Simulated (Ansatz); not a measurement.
A run of Ansatz 0.2.0 is set up as follows.

input.yaml

```yaml
crystal:
  lattice:
    - [2.0, 1.1547005384, 8.44]
    - [-2.0, 1.1547005384, 8.44]
    - [0.0, -2.3094010768, 8.44]
  atoms:
    - { symbol: In, position: [0.8886, 0.8886, 0.8886] }
    - { symbol: In, position: [0.0, 0.0, 0.0] }
    - { symbol: Se, position: [0.1719, 0.1719, 0.1719] }
    - { symbol: Se, position: [0.3835, 0.3835, 0.3835] }
hamiltonian:
  xc: pbesol
  pseudopotentials: { kind: paw }
kpoints:
  mp_grid: { grid: [8, 8, 8] }
scf:
  occupations: { method: fermi_dirac, width: 0.05 }
output:
  forces: true
  stress: true
  eigenvalues: true
```

Potentials or basis: Ansatz PAW.

Command:

```sh
$ ansatz run input.yaml --threads 2 --pin off --max-ram 5632MiB --backend cpu --events-out ev --progress --plain --runs-dir out
```

**Question.** Estimate the pressure.

**Answer.** 0.2 GPa.

**Question.** Estimate the largest force.

**Answer.** 0.300 eV/Å.

Stress tensor (GPa, compression positive):
```
 0.49  0.00  0.00
 0.00  0.49  0.00
 0.00  0.00 -0.49
```

Caveat: spin-orbit coupling is left out, which moves the levels of the heavy elements; the PAW data sets come from PBE, with cores solved anew for the run's functional, which leaves a small shift of forces and pressure.

**The experiment to reproduce.**

“The Interaction of Hydrogen with the van der Waals Crystal γ-InSe”, 2020, pmc:7321205 reports, for a bulk crystal of InSe at 300 K: band gap 1.25 eV.

A measured gap of InSe is 1.25 eV (300 K; “The Interaction of Hydrogen with the van der Waals Crystal γ-InSe”, 2020, pmc:7321205); the calculated 0.34 eV misses it by -0.91 eV. Spin-orbit coupling on In, Se is left out. The value is that of PBEsol on a finite k mesh, which can miss the band edges, without temperature or zero-point motion. Semilocal functionals fall short of measured gaps as a rule.
